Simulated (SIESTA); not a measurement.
Crystal: Cu.

```
CELL_PARAMETERS angstrom
1.21846 -3.97638 0.00000
1.21846 3.97638 0.00000
0.00000 0.00000 2.47550
ATOMIC_POSITIONS crystal
Cu 0.86613 0.13387 0.75000
Cu 0.13387 0.86613 0.25000
```

This isn't the form of Cu at room conditions, which is fcc.

| Item | Value |
| --- | --- |
| Program | SIESTA 5.4.2 |
| Task | single point |
| Functional | PBEsol |
| Potentials or basis | PseudoDojo 0.4 standard (PBEsol files) |
| Basis | DZP (energy shift 0.003 Ry; two zetas on semicore shells) |
| Grid cutoff | 800 Ry |
| Energy shift | 0.003 Ry |
| k mesh | 11 × 11 × 11 |
| Occupations | fermi-dirac, width 0.05 eV |
| Spin | no spin polarisation |

On this cell: pressure -1.8 GPa; largest force 0.009 eV/Å; band gap on the k mesh none (metal or under the smearing width).

The same run follows on a disturbed copy (atoms moved at random, drawn with an rms of 0.05 Å):

```
Cu
1.0
     1.21846   -3.97638    0.00000
     1.21846    3.97638    0.00000
     0.00000    0.00000    2.47550
Cu
2
Cartesian
  1.2239 -2.9338 1.8317
  1.2431 2.9828 0.6113
```

Question: What changes?

Answer: The energy (extrapolated to zero smearing) moves by +19.2 meV/atom; pressure -1.8 GPa; largest force 0.816 eV/Å; band gap on the k mesh none (metal or under the smearing width).

Forces on the atoms (eV/Å):
```
Cu   0.009  0.814  0.057
Cu  -0.009 -0.814 -0.057
```

Stress tensor (GPa, compression positive):
```
-4.01 -0.56 -0.01
-0.56 -0.38  0.14
-0.01  0.14 -0.97
```

Caveats: short orbitals over semicore shells can move pressures by several GPa; the basis of atomic orbitals isn't converged, which shifts pressures, moduli and gaps.
